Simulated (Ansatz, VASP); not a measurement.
# HfN: VASP beside Ansatz

```
Hf N
1.0
     2.79044    0.00000    0.00000
     0.00000    2.79044    0.00000
     0.00000    0.00000    2.79044
Hf N
1 1
Direct
  0.00000 0.00000 0.00000
  0.57167 0.50000 0.50000
```

Alike in both runs: task single point; functional PBEsol; k mesh 12 × 12 × 12; occupations gaussian, width 0.05 eV; no spin polarisation.

|  | VASP | Ansatz |
| --- | --- | --- |
| version | VASP 6.6.1 | Ansatz 0.2.0 |
| potentials or method | VASP PAW PBE potentials, release 64 (Hf_pv, N) | scalar-relativistic, plane waves, PAW |
| plane-wave cutoff (eV) | 520 | 420 |
| valence electrons in the cell | 15 | 31 |

|  | VASP | Ansatz | Ansatz less VASP |
| --- | --- | --- | --- |
| gap on the k mesh at the Fermi level (eV) | none | none | - |
| pressure (GPa) | 1.3 | 3.9 | +2.58 |
| largest component of the traceless stress (GPa) | 1.87 | 1.88 | +0.011 |
| rms of the force components (eV/Å) | 0.362 | 0.362 | -0.0007 |

Atom by atom the forces differ by 0.001 eV/Å (rms over components). A gap of «none» marks a metal or a gap that the smearing closes. The two sets of potentials don't hold the same shells in valence.

Caveats: the PAW data sets were made with another functional, which shifts forces and pressure a little (VASP). The runs have no spin-orbit coupling, so splittings on Hf are missing.
